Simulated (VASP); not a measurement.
# CdS (F-43m) in VASP: further runs

One crystal, CdS, is run at these levels: PBE; tasks: electric field gradients.

Everything below comes from runs of VASP 6.6.1. Logs are shortened: lines on timing, memory, paths and dates and some standing lists are left out, and cuts for length are marked.

## 1. The crystal as given

It takes space group F-43m (No. 216, cubic). The conventional cell has a = 5.820 Å, b = 5.820 Å, c = 5.820 Å, α = 90.00°, β = 90.00°, γ = 90.00°. Cd (site symmetry -43m) is surrounded by 4 S at 2.52 Å. S (site symmetry -43m) has 4 Cd at 2.52 Å as nearest neighbours.

## 2. Electric field gradients, PBE (volume scaled by 0.98)

The input, INCAR:

```
PREC = Accurate
ENCUT = 520
EDIFF = 1E-8
ISMEAR = -1
SIGMA = 0.01
LREAL = False
LASPH = True
NELM = 100
ALGO = Normal
ISIF = 2
LWAVE = False
LCHARG = False
GGA = PE
LEFG = True
NBANDS = 16
```

The input, KPOINTS:

```
regular mesh
0
Gamma
  8 8 8
```

The input, POSCAR:

```
CdS
1.0
    0.0000000000      2.8904692102      2.8904692102
    2.8904692102      0.0000000000      2.8904692102
    2.8904692102      2.8904692102      0.0000000000
Cd S
1 1
Direct
    0.0000000000      0.0000000000      0.0000000000
    0.7500000000      0.7500000000      0.7500000000
```

Potentials or basis: VASP PAW PBE potentials, release 64 (Cd, S).

Run with:

```sh
> cat potpaw_PBE.64/Cd/POTCAR potpaw_PBE.64/S/POTCAR > POTCAR
> mpirun -np 1 vasp_std > vasp.out
```

OUTCAR:

```text
PREC = Accurate
   ENCUT = 520
   EDIFF = 1E-8
   ISMEAR = -1
   LREAL = False
   LASPH = True
   NELM = 100
   ISIF = 2
   GGA = PE

 ion  position               nearest neighbor table
   1  0.000  0.000  0.000-   2 2.50   2 2.50   2 2.50   2 2.50
   2  0.750  0.750  0.750-   1 2.50   1 2.50   1 2.50   1 2.50

  LATTYP: Found a face centered cubic cell.
 ALAT       =     5.7809384204

  Lattice vectors:

 A1 = (   0.0000000000,   2.8904692102,   2.8904692102)
 A2 = (   2.8904692102,   0.0000000000,   2.8904692102)
 A3 = (   2.8904692102,   2.8904692102,   0.0000000000)

Analysis of symmetry for initial positions (statically):
=====================================================================
 Subroutine PRICEL returns:
 Original cell was already a primitive cell.

 Routine SETGRP: Setting up the symmetry group for a
 face centered cubic supercell.

 Subroutine GETGRP returns: Found 24 space group operations
 (whereof 24 operations were pure point group operations)
 out of a pool of 48 trial point group operations.

The static configuration has the point symmetry T_d .

Analysis of symmetry for dynamics (positions and initial velocities):
=====================================================================
 Subroutine PRICEL returns:
 Original cell was already a primitive cell.

 Routine SETGRP: Setting up the symmetry group for a
 face centered cubic supercell.

 Subroutine GETGRP returns: Found 24 space group operations
 (whereof 24 operations were pure point group operations)
 out of a pool of 48 trial point group operations.

The dynamic configuration has the point symmetry T_d .

 Subroutine INISYM returns: Found 24 space group operations
 (whereof 24 operations are pure point group operations),
 and found     1 'primitive' translations

----------------------------------------------------------------------------------------

                                     Primitive cell

  volume of cell :      48.2987

  direct lattice vectors                    reciprocal lattice vectors
     0.000000000  2.890469210  2.890469210    -0.172982296  0.172982296  0.172982296
[... 123 lines left out ...]
 number of electron      18.0000008 magnetization

 Free energy of the ion-electron system (eV)
  ---------------------------------------------------
  ext. energy  EPLUGINS =         0.00000000
  ---------------------------------------------------
  free energy    TOTEN  =        -6.08695883 eV

  energy without entropy =       -6.08695883  energy(sigma->0) =       -6.08695883

 E-fermi :   1.8114     XC(G=0):  -9.2764

 val. band max:        1.5500609372   @ k =   0.0000   0.0000   0.0000
 cond. band min:       2.7582210145   @ k =   0.0000   0.0000   0.0000
 fundamental gap:      1.2081600773
 Fermi energy:         1.8114139373

 k-point     1 :       0.0000    0.0000    0.0000
  band No.  band energies     occupation
      1     -10.9896      2.00000
      2      -6.2812      2.00000
      3      -6.2812      2.00000
      4      -6.2812      2.00000
      5      -5.7634      2.00000
      6      -5.7634      2.00000
[... 433 lines left out ...]
      3      -6.0643      2.00000
      4      -5.7926      2.00000
      5      -5.7348      2.00000
      6      -5.2365      2.00000
[... 8 lines left out ...]
     15      13.9225      0.00000
     16      14.8102      0.00000

 [... further k-points ...]

------------------------ aborting loop because EDIFF is reached ----------------------------------------

  FORCE on cell =-STRESS in cart. coord.  units (eV):
  Direction    XX          YY          ZZ          XY          YZ          ZX
  --------------------------------------------------------------------------------------
  -------------------------------------------------------------------------------------
  Total        1.5486390      1.5486390      1.5486390      0.0000000      0.0000000      0.0000000
  in kB       51.3719118     51.3719118     51.3719118      0.0000000      0.0000000      0.0000000
  external PRESSURE =      51.3719118 kB  Pullay stress =       0.0000000 kB

 VOLUME and BASIS-vectors are now :
 -----------------------------------------------------------------------------
  energy-cutoff  :      520.00
  volume of cell :       48.30
      direct lattice vectors                 reciprocal lattice vectors
     0.000000000  2.890469210  2.890469210    -0.172982296  0.172982296  0.172982296
     2.890469210  0.000000000  2.890469210     0.172982296 -0.172982296  0.172982296
     2.890469210  2.890469210  0.000000000     0.172982296  0.172982296 -0.172982296

 POSITION                                       TOTAL-FORCE (eV/Angst)
 -----------------------------------------------------------------------------------
      0.00000      0.00000      0.00000        -0.000000     -0.000000     -0.000000
      4.33570      4.33570      4.33570         0.000000      0.000000      0.000000
 -----------------------------------------------------------------------------------
    total drift:                                0.000001      0.000001      0.000001

  FREE ENERGIE OF THE ION-ELECTRON SYSTEM (eV)
  ---------------------------------------------------
  free  energy   TOTEN  =        -6.0869588258 eV

  energy  without entropy=       -6.0869588258  energy(sigma->0) =       -6.08695883

 Electric field gradients (V/A^2)
---------------------------------------------------------------------
 ion       V_xx      V_yy      V_zz      V_xy      V_xz      V_yz
---------------------------------------------------------------------
   1       0.000     0.000     0.000    -0.002    -0.002    -0.002
   2       0.000    -0.000    -0.000    -0.000    -0.000    -0.000
---------------------------------------------------------------------

 Electric field gradients after diagonalization (V/A^2)
 (convention: |V_zz| > |V_xx| > |V_yy|)
----------------------------------------------------------------------
 ion       V_xx      V_yy      V_zz     asymmetry (V_yy - V_xx)/ V_zz
----------------------------------------------------------------------
   1       0.002     0.002    -0.004       0.000
   2       0.000     0.000    -0.000       0.000
----------------------------------------------------------------------

           NMR quadrupolar parameters

 Cq : quadrupolar parameter    Cq=e*Q*V_zz/h
 eta: asymmetry parameters     (V_yy - V_xx)/ V_zz
 Q  : nuclear electric quadrupole moment in mb (millibarn)
----------------------------------------------------------------------
 ion       Cq(MHz)       eta       Q (mb)
----------------------------------------------------------------------
   1      -0.000       0.000       1.000
   2      -0.000       0.000       1.000
----------------------------------------------------------------------
```

OSZICAR:

```text
N       E                     dE             d eps       ncg     rms          rms(c)
DAV:   1     0.114890030682E+03    0.11489E+03   -0.92168E+03   928   0.104E+03
DAV:   2    -0.231942682350E+01   -0.11721E+03   -0.11019E+03  1144   0.261E+02
DAV:   3    -0.660164256472E+01   -0.42822E+01   -0.42754E+01  1160   0.524E+01
DAV:   4    -0.662782805544E+01   -0.26185E-01   -0.26183E-01  1136   0.399E+00
DAV:   5    -0.662817416058E+01   -0.34611E-03   -0.34610E-03  1184   0.436E-01    0.862E+00
DAV:   6    -0.610696227478E+01    0.52121E+00   -0.82244E-01  1384   0.118E+01    0.684E+00
DAV:   7    -0.608656538137E+01    0.20397E-01   -0.20692E-01  1160   0.312E+00    0.326E+00
DAV:   8    -0.608687456315E+01   -0.30918E-03   -0.19527E-02  1096   0.180E+00    0.335E-01
DAV:   9    -0.608678257004E+01    0.91993E-04   -0.22828E-03  1144   0.730E-01    0.581E-02
DAV:  10    -0.608688750121E+01   -0.10493E-03   -0.24676E-04  1104   0.172E-01    0.625E-02
DAV:  11    -0.608696420556E+01   -0.76704E-04   -0.11494E-04  1040   0.892E-02    0.190E-02
DAV:  12    -0.608695786499E+01    0.63406E-05   -0.25157E-05  1272   0.676E-02    0.102E-02
DAV:  13    -0.608695902450E+01   -0.11595E-05   -0.40653E-06  1056   0.141E-02    0.121E-02
DAV:  14    -0.608695883178E+01    0.19271E-06   -0.24871E-07  1216   0.290E-03    0.464E-03
DAV:  15    -0.608695882584E+01    0.59431E-08   -0.10631E-08  1024   0.758E-04
   1 F= -.60869588E+01 E0= -.60869588E+01  d E =-.141904E-13
```

Run time: 27 s. Hardware: 1 thread of Intel Xeon Platinum 8259CL at 2.50GHz (Skylake/Cascade Lake), shared host; peak memory 0.17 GiB.

What came out:

```yaml
Free_energy: -6.0870 eV
Pressure: 5.1 GPa
Band_gap_on_the_k_mesh: 1.21 eV, direct
```

Levels at points of the mesh, in eV from the valence-band top:
```csv
k point,band 5,band 6,band 7,band 8,band 9,band 10,band 11,band 12,band 13,band 14
"(0.00, 0.00, 0.00)",-7.31,-7.31,0.00,0.00,0.00,1.21,6.54,6.54,6.54,11.52
"(0.50, 0.00, 0.00)",-7.27,-6.91,-4.57,-0.79,-0.79,3.06,7.01,7.01,7.56,11.17
"(0.50, 0.50, 0.00)",-7.22,-6.84,-4.07,-1.98,-1.98,3.51,4.38,9.35,10.94,10.94
```

Electric field gradients, principal values (V/Å²):
```tsv
atom	Vxx	Vyy	Vzz
1 Cd	0.002	0.002	-0.004
2 S	0.000	0.000	0.000
```

## 3. Electric field gradients, PBE

The input, INCAR:

```
SYSTEM = CdS
  ALGO = Normal
  EDIFF = 1E-8
  ENCUT = 520
  GGA = PE
  ISIF = 2
  ISMEAR = -1
  LASPH = .TRUE.
  LCHARG = .FALSE.
  LEFG = .TRUE.
  LREAL = .FALSE.
  LWAVE = .FALSE.
  NBANDS = 16
  NELM = 100
  PREC = Accurate
  SIGMA = 0.01
```

The input, KPOINTS:

```
k-points
0
G
  4 4 4
  0 0 0
```

The input, POSCAR:

```
CdS
1.0
    0.0000000000      2.9100000000      2.9100000000
    2.9100000000      0.0000000000      2.9100000000
    2.9100000000      2.9100000000      0.0000000000
Cd S
1 1
Direct
    0.0000000000      0.0000000000      0.0000000000
    0.7500000000      0.7500000000      0.7500000000
```

Potentials or basis: VASP PAW PBE potentials, release 64 (Cd, S).

Run with:

```sh
> cat potpaw_PBE.64/Cd/POTCAR potpaw_PBE.64/S/POTCAR > POTCAR
> mpirun -np 1 vasp_std > vasp.out
```

OUTCAR:

```text
SYSTEM = CdS
   EDIFF = 1E-8
   ENCUT = 520
   GGA = PE
   ISIF = 2
   ISMEAR = -1
   LASPH = .TRUE.
   LREAL = .FALSE.
   NELM = 100
   PREC = Accurate

 ion  position               nearest neighbor table
   1  0.000  0.000  0.000-   2 2.52   2 2.52   2 2.52   2 2.52
   2  0.750  0.750  0.750-   1 2.52   1 2.52   1 2.52   1 2.52

  LATTYP: Found a face centered cubic cell.
 ALAT       =     5.8200000000

  Lattice vectors:

 A1 = (   0.0000000000,   2.9100000000,   2.9100000000)
 A2 = (   2.9100000000,   0.0000000000,   2.9100000000)
[... 346 lines left out ...]
  ---------------------------------------------------
  free  energy   TOTEN  =        -6.0804160981 eV

  energy  without entropy=       -6.0804160981  energy(sigma->0) =       -6.08041610

 Electric field gradients (V/A^2)
---------------------------------------------------------------------
 ion       V_xx      V_yy      V_zz      V_xy      V_xz      V_yz
---------------------------------------------------------------------
   1      -0.000     0.000    -0.000     0.002     0.002     0.002
   2       0.000     0.000    -0.000    -0.000    -0.000    -0.000
---------------------------------------------------------------------

 Electric field gradients after diagonalization (V/A^2)
 (convention: |V_zz| > |V_xx| > |V_yy|)
----------------------------------------------------------------------
 ion       V_xx      V_yy      V_zz     asymmetry (V_yy - V_xx)/ V_zz
----------------------------------------------------------------------
   1      -0.002    -0.002     0.004       0.000
   2       0.000     0.000    -0.000       0.000
----------------------------------------------------------------------

           NMR quadrupolar parameters

 Cq : quadrupolar parameter    Cq=e*Q*V_zz/h
 eta: asymmetry parameters     (V_yy - V_xx)/ V_zz
 Q  : nuclear electric quadrupole moment in mb (millibarn)
----------------------------------------------------------------------
 ion       Cq(MHz)       eta       Q (mb)
----------------------------------------------------------------------
   1       0.000       0.000       1.000
   2      -0.000       0.000       1.000
----------------------------------------------------------------------
```

OSZICAR:

```text
N       E                     dE             d eps       ncg     rms          rms(c)
DAV:   1     0.107797815342E+03    0.10780E+03   -0.88944E+03   256   0.101E+03
DAV:   2    -0.253308089606E+01   -0.11033E+03   -0.10479E+03   312   0.257E+02
DAV:   3    -0.661428369512E+01   -0.40812E+01   -0.40719E+01   336   0.510E+01
DAV:   4    -0.663841054258E+01   -0.24127E-01   -0.24126E-01   288   0.385E+00
DAV:   5    -0.663873973863E+01   -0.32920E-03   -0.32919E-03   328   0.434E-01    0.823E+00
DAV:   6    -0.610101199656E+01    0.53773E+00   -0.83120E-01   368   0.117E+01    0.661E+00
DAV:   7    -0.607969513476E+01    0.21317E-01   -0.21010E-01   304   0.313E+00    0.319E+00
DAV:   8    -0.608028736112E+01   -0.59223E-03   -0.20272E-02   288   0.181E+00    0.322E-01
DAV:   9    -0.608021328976E+01    0.74071E-04   -0.24921E-03   304   0.748E-01    0.615E-02
DAV:  10    -0.608033301041E+01   -0.11972E-03   -0.27370E-04   264   0.182E-01    0.680E-02
DAV:  11    -0.608042340472E+01   -0.90394E-04   -0.14042E-04   264   0.978E-02    0.205E-02
DAV:  12    -0.608041500860E+01    0.83961E-05   -0.28910E-05   360   0.722E-02    0.109E-02
DAV:  13    -0.608041655185E+01   -0.15433E-05   -0.54225E-06   264   0.141E-02    0.149E-02
DAV:  14    -0.608041615528E+01    0.39657E-06   -0.47968E-07   344   0.394E-03    0.545E-03
DAV:  15    -0.608041614208E+01    0.13197E-07   -0.32127E-08   296   0.116E-03    0.247E-03
DAV:  16    -0.608041610186E+01    0.40223E-07   -0.13360E-08   288   0.775E-04    0.425E-04
DAV:  17    -0.608041609807E+01    0.37928E-08   -0.22811E-09   144   0.353E-04
   1 F= -.60804161E+01 E0= -.60804161E+01  d E =-.301152E-13
```

Wall time 4.6 s (1 thread of Intel Xeon 6975P-C (Granite Rapids), shared host); peak memory 0.17 GiB.

What came out:

- Free energy: -6.0804 eV
- Pressure: 3.8 GPa
- Band gap on the k mesh: 1.15 eV, direct

Electric field gradients, principal values (V/Å²):
```tsv
atom	Vxx	Vyy	Vzz
1 Cd	-0.002	-0.002	0.004
2 S	0.000	0.000	0.000
```

Caveat: the k mesh is coarse (spacing up to 0.47 Å⁻¹), so the values aren't converged.
